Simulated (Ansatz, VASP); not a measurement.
One calculation of Cd2S, two programs

```xyz
3
Lattice="3.9627 0.0000 0.0000 -1.9813 3.4318 0.0000 0.0000 0.0000 5.8092" Properties=species:S:1:pos:R:3 pbc="T T T"
Cd   -0.0135    2.2609    5.4264
Cd    2.0175    1.2042    3.3235
S    -0.0381    2.2548    2.0836
```

Change from the starting cell: atoms moved at random, drawn with an rms of 0.05 Å.

Alike in both runs: task single point; functional PBEsol; k mesh 8 × 8 × 5; occupations fermi-dirac, width 0.05 eV; no spin polarisation.

|  | VASP | Ansatz |
| --- | --- | --- |
| version | VASP 6.6.1 | Ansatz 0.2.0 |
| potentials or method | VASP PAW PBE potentials, release 64 (Cd, S) | Ansatz PAW |
| plane-wave cutoff (eV) | 520 | 420 |
| valence electrons in the cell | 30 | 46 |

Ansatz gave:

* gap on the k mesh at the Fermi level (eV): 0.13
* least direct gap on the mesh (eV): 0.46
* pressure (GPa): -2.6
* largest component of the traceless stress (GPa): 0.72
* rms of the force components (eV/Å): 0.241

Task: What did VASP give for the same quantities?

Result: gap on the k mesh at the Fermi level (eV): 0.13; least direct gap on the mesh (eV): 0.46; pressure (GPa): -2.3; largest component of the traceless stress (GPa): 0.81; rms of the force components (eV/Å): 0.251.

Atom by atom the forces differ by 0.016 eV/Å (rms over components). The two sets of potentials don't hold the same shells in valence.

Caveats: the PAW data sets were made with another functional, which shifts forces and pressure a little (VASP); an odd mesh through Γ misses points on the zone boundary, where band edges often lie (VASP); odd divisions of the mesh miss points on the zone boundary, where band edges often lie, so the gap on the mesh can be too wide (Ansatz); the PAW data sets come from PBE, with cores solved anew for the run's functional, which leaves a small shift of forces and pressure (Ansatz).
